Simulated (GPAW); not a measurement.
Input of a GPAW 26.7.0 run:

File run.py:

```python
from ase.dft.bandgap import bandgap
from ase.io import read, write
from ase.units import GPa
from gpaw import GPAW, PW

atoms = read('NiO.xyz')
atoms.set_initial_magnetic_moments([1.0, 0.0])

calc = GPAW(mode=PW(800),
            xc='PBE',
            kpts={'size': (8, 8, 8), 'gamma': True},
            occupations={'name': 'fermi-dirac', 'width': 0.05},
            setups={'Ni': ':d,1.0'},
            nbands=22,
            convergence={'density': 1e-05, 'energy': 1e-05},
            maxiter=150,
            txt='gpaw.txt')
atoms.calc = calc
energy = atoms.get_potential_energy()
forces = atoms.get_forces()
stress = atoms.get_stress()
calc.write('gs.gpw')
write('result.traj', atoms)
print(f'Energy: {energy:.6f} eV')
print('Forces (eV/A):')
print(forces.round(4))
print('Stress (GPa):', (stress / GPa).round(3))
print('Moments:', calc.get_magnetic_moments().round(3))
print('Fermi level:', round(calc.get_fermi_level(), 4), 'eV')
print(f'Gap: {bandgap(calc)[0]:.4f} eV, direct: {bandgap(calc, direct=True)[0]:.4f} eV')

path = atoms.cell.bandpath('GXWKGLUWLK,UX', npoints=60, eps=1e-4)
bs_calc = calc.fixed_density(kpts=path, symmetry='off', nbands=31,
                             convergence={'bands': 'CBM+6.0', 'eigenstates': 1e-6}, txt='bands.txt')
bs = bs_calc.band_structure()
bs.write('bs.json')
print(f'Gap on the path: {bandgap(bs_calc)[0]:.4f} eV')
```

Contents of NiO.xyz:

```xyz
2
Lattice="0.0000000000 2.0859016414 2.0859016414 2.0859016414 0.0000000000 2.0859016414 2.0859016414 2.0859016414 0.0000000000" Properties=species:S:1:pos:R:3 pbc="T T T"
Ni     0.0000000000      0.0000000000      0.0000000000
O      2.0859016414      2.0859016414      2.0859016414
```

Potentials or basis: GPAW PAW data sets (gpaw-data 1.2.1), pw.

Launch:

```console
$ OMP_NUM_THREADS=1 python run.py
```

Q: What does it give for the net moment?

A: 0.00 μB per cell.

Q: Estimate the pressure.

A: 2.0 GPa.

Levels at the corners of the path, in eV from the Fermi level:
Spin up:
```csv
point,band 8,band 9,band 10,band 11,band 12,band 13
Γ,-2.28,-2.28,-2.28,-1.63,-1.63,1.45
X,-3.26,-1.22,-1.15,-1.15,-0.67,6.25
W,-1.55,-1.55,-1.15,-0.80,0.03,8.56
K,-2.13,-1.29,-1.09,-0.51,0.02,7.86
Γ,-2.28,-2.28,-2.28,-1.63,-1.63,1.45
L,-1.40,-1.40,-1.02,1.27,1.27,5.45
U,-2.13,-1.29,-1.09,-0.51,0.02,7.86
W,-1.55,-1.55,-1.15,-0.80,0.03,8.56
L,-1.40,-1.40,-1.02,1.27,1.27,5.45
K,-2.13,-1.29,-1.09,-0.51,0.02,7.86
U,-2.13,-1.29,-1.09,-0.51,0.02,7.86
X,-3.26,-1.22,-1.15,-1.15,-0.67,6.25
```
Spin down:
```tsv
point	band 8	band 9	band 10	band 11	band 12	band 13
Γ	-2.28	-2.28	-2.28	-1.63	-1.63	1.45
X	-3.26	-1.22	-1.15	-1.15	-0.67	6.25
W	-1.55	-1.55	-1.15	-0.80	0.03	8.56
K	-2.13	-1.29	-1.09	-0.51	0.02	7.86
Γ	-2.28	-2.28	-2.28	-1.63	-1.63	1.45
L	-1.40	-1.40	-1.02	1.27	1.27	5.45
U	-2.13	-1.29	-1.09	-0.51	0.02	7.86
W	-1.55	-1.55	-1.15	-0.80	0.03	8.56
L	-1.40	-1.40	-1.02	1.27	1.27	5.45
K	-2.13	-1.29	-1.09	-0.51	0.02	7.86
U	-2.13	-1.29	-1.09	-0.51	0.02	7.86
X	-3.26	-1.22	-1.15	-1.15	-0.67	6.25
```

Caveat: the stock nickel data set gives pressures a few GPa off other programs; the run has no moments, though such compounds are often magnetic; a magnetic state may lie lower. The state reached can hang on the start; a lower one may exist.

**What was measured.**

“Local correlations, non-local screening, multiplets, and band formation in NiO”, 2012, arxiv:1210.6675 quotes, for a bulk crystal of NiO: band gap 4.3 eV.

Against the measured gap of NiO, 4.3 eV (quoted in “Local correlations, non-local screening, multiplets, and band formation in NiO”, 2012, arxiv:1210.6675), the calculated 0.00 eV is off by -4.30 eV. So large a miss can be the level of theory's own, or it may mean another phase, state or a wrong row. The value is that of PBE+U, without temperature or zero-point motion.
